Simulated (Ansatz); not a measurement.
Sn (beta-Sn (white tin)): energy against volume

All numbers below come from Ansatz 0.2.0, DFT, revPBE, plane waves (420 eV) with PAW, scalar-relativistic. The PAW files were generated under PBE, with cores re-solved for the functional.

The cell is scaled uniformly from the relaxed one, with fractional coordinates and shape fixed. Energies are extrapolated to zero smearing, pressures are those at the given smearing. Because the bonds are stretched with the cell, B₀ of this curve lies above the true bulk modulus of such a structure. Magnetic state: spin not included.

A Birch-Murnaghan fit gives V₀ = 29.01 Å³/atom, B₀ = 44 GPa, B₀′ = 4.9.

(1) What are the energy above the minimum and the pressure at 27.896 Å³/atom?

(2) What are the energy above the minimum and the pressure at 30.220 Å³/atom?

(3) What are the energy above the minimum and the pressure at 32.545 Å³/atom?

Results:

(1) 6.4 meV/atom and 1.98 GPa as computed.

(2) 6.4 meV/atom and -1.57 GPa as computed.

(3) 47.4 meV/atom and -3.79 GPa as computed.
